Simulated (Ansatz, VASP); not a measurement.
**AlN: VASP beside Ansatz**

```
Al N
1.0
     3.34712    0.00000    0.00000
    -1.67356    2.89869    0.00000
     0.00000    0.00000    4.22832
Al N
2 2
Direct
  0.33333 0.66667 0.75000
  0.66667 0.33333 0.25000
  0.33333 0.66667 0.25000
  0.66667 0.33333 0.75000
```

Alike in both runs: task relaxation of shape and atoms at fixed volume; functional PBE; k mesh 9 × 9 × 6; occupations gaussian, width 0.02 eV; no spin polarisation.

|  | VASP | Ansatz |
| --- | --- | --- |
| version | VASP 6.6.1 | Ansatz 0.2.0 |
| potentials or method | VASP PAW PBE potentials, release 64 (Al, N) | scalar-relativistic, plane waves, PAW |
| plane-wave cutoff (eV) | 600 | 420 |
| valence electrons in the cell | 16 | 16 |

```tsv
	VASP	Ansatz	Ansatz less VASP
gap on the k mesh at the Fermi level, each at its own relaxed structure (eV)	3.01	3.01	-0.003
relaxed volume (Å³/atom)	10.26	10.26	0.000
relaxed cell length with the largest relative difference (Å)	4.255	4.249	-0.0056
```

A hybrid or GW would open this gap; PBE tends to underestimate it.
